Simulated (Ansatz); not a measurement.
PtSe₂ built on the CdCl2 prototype, relaxed with r2SCAN+rVV10, was run in the plane-wave code Ansatz under altered settings. All numbers are computed, without spin polarisation but where a row says otherwise.

```
Pt Se
1.0
     1.84570    1.06562    5.76071
    -1.84570    1.06562    5.76071
     0.00000   -2.13123    5.76071
Pt Se
1 2
Direct
  0.00000 0.00000 0.00000
  0.25678 0.25678 0.25678
  0.74322 0.74322 0.74322
```

The base run's other keys:
```yaml
kpoints:
  mp_grid: { grid: [4, 4, 4] }
hamiltonian:
  xc: hse06
scf:
  occupations: { method: fixed }
  n_extra_bands: 4
```

It takes 20 iterations with 1321 plane waves at 420 eV and 13 k points, and leaves a mean stress of -0.40 GPa. The gap over this mesh is 0.781 eV. It ran on 4 threads of Arm Neoverse N1, on a shared host.

Outcomes, with energy and stress as changes against the base:
```csv
setting,outcome,ΔF (meV/atom),Δ mean stress (GPa),gap on the mesh (eV),iterations,wall time
hamiltonian.xc: hiss,refused,–,–,–,–,3.8 s
scf.exx.ecutfock_ratio: 1,converged,+47,0.0,0.782,21,23 s
scf.exx.ecutfock_ratio: 4,converged,0.0,0.0,0.781,21,27 s
"PBE hybrid, exx coeff 0.3, omega 0.1 1/Å",converged,–,-1.1,1.171,21,27 s
basis.xc_grid: 3,converged,0.0,0.0,0.781,21,27 s
```
A dash marks a value that wasn't obtained or can't be compared. Stress is positive in compression. The base took 28 s.

- hamiltonian.xc: hiss. The program doesn't start. Error: inconsistent input (scf.exx.singularity, hamiltonian.xc): left to auto with a screened hybrid — auto would keep the own limit of the kernel of several ranges that all end (none), and with it the interaction's periodic images, which move energies and levels by what the mesh and the cell leave; type `singularity […]
- scf.exx.ecutfock_ratio: 1. The free energy moves by +47 meV an atom, the mean stress by 0.0 GPa and the gap on the mesh by +0.001 eV (to 0.782). The result is sensitive to this setting.
- PBE hybrid, exx coeff 0.3, omega 0.1 1/Å. That is 30 % exact exchange, screened with ω = 0.1 1/Å, against HSE06's 25 % screened at 0.208 1/Å. The mean stress moves by -1.1 GPa and the gap on the mesh by +0.390 eV (to 1.171). Totals of different functionals aren't comparable. The program warns that on this mesh the truncation of the exchange isn't bounded, so part of the change can be an error of the mesh.

Within 1 meV an atom, 0.1 GPa and 0.005 eV of the base stay: scf.exx.ecutfock_ratio: 4; basis.xc_grid: 3.

No spin-orbit coupling is included; it can move band edges with weight on the heavy atoms by tenths of an eV.

The program warns that its thresholds are loose for a hybrid's stress.

The meshes of the hybrids are coarse, so their gaps aren't converged to the digits shown.
